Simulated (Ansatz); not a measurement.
The calculation used DFT PBEsol, scalar-relativistic, plane waves, PAW (Ansatz 0.2.0).

Settings: cutoff 420 eV, Γ-centred mesh 8×8×6 on the computed 4-atom cell, Gaussian smearing of 0.02 eV; no spin polarisation.

Structure with the computed forces (eV/Å) in the last three columns:

```xyz
4
Lattice="2.1440 -6.0227 0.0000 2.1440 6.0227 0.0000 0.0000 0.0000 4.2635" Properties=species:S:1:pos:R:3:forces:R:3 pbc="T T T" pressure_GPa=-3.75
Pb    2.1440   -4.3528    3.1976    0.0000    0.1240    0.0000
Pb    2.1440    4.3528    1.0659    0.0000   -0.1240    0.0000
S     2.1440   -1.5592    3.1976    0.0000   -0.5700    0.0000
S     2.1440    1.5592    1.0659    0.0000    0.5700    0.0000
```

Stress tensor (GPa, compression positive):

```
-4.50  0.00  0.00
 0.00 -4.12  0.00
 0.00  0.00 -2.63
```

Spin–orbit coupling is left out, which can shift energies with elements as heavy as these.

This form isn't the usual stable structure of the compound.